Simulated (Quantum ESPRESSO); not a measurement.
Runs of Quantum ESPRESSO 7.5 on Co. The structure is hexagonal, space group P6_3/mmc (No. 194). The conventional cell has a = 2.471 Å, b = 2.471 Å, c = 8.088 Å, α = 90.00°, β = 90.00°, γ = 120.00°. Co (site symmetry -6m2) is surrounded by 12 Co at 2.47 Å. Co (site symmetry -3m) has 12 Co at 2.47 Å as nearest neighbours. 

```csv
task,level,potentials or basis,k mesh,cutoff (eV),k mesh for the Wannier functions,form of the LDA correlation,gap on the mesh (eV),moment (μB),V0 of scaled cells (Å³/atom),B0 (GPa)
equation of state,PBE,SSSP 1.3 efficiency PBE,12 × 12 × 4,748,-,-,-,-,10.93,211
Wannier functions,PBE,JTH 2.0 PBE,9 × 9 × 3,490,7 × 7 × 2,-,none,6.25,-,-
equation of state,LDA,GBRV 1.5 LDA,10 × 10 × 3,762,-,PZ81,-,-,(b),(a)
single point,PBE,SSSP 1.3 efficiency PBE,12 × 12 × 4,748,-,-,none,6.74,-,-
```

Alike in all rows: spin collinear, ferromagnetic start; cell as given; smearing fermi-dirac 0.05 eV.

Q: Fill in the values left out.

A: (a) 270; (b) 10.09.

Caveats: the cell was scaled at fixed shape and fractional positions, which overstates the stiffness of a crystal with free parameters, most of all of layers and chains (some runs); the cutoff is low for these files, which shifts pressure and relaxed volume (some runs); the Wannier minimisation didn't converge (some runs).

A k mesh can miss the band edges.

A gap of «none» marks a metal or a gap under the smearing width.

Not every run made on this cell is shown here.
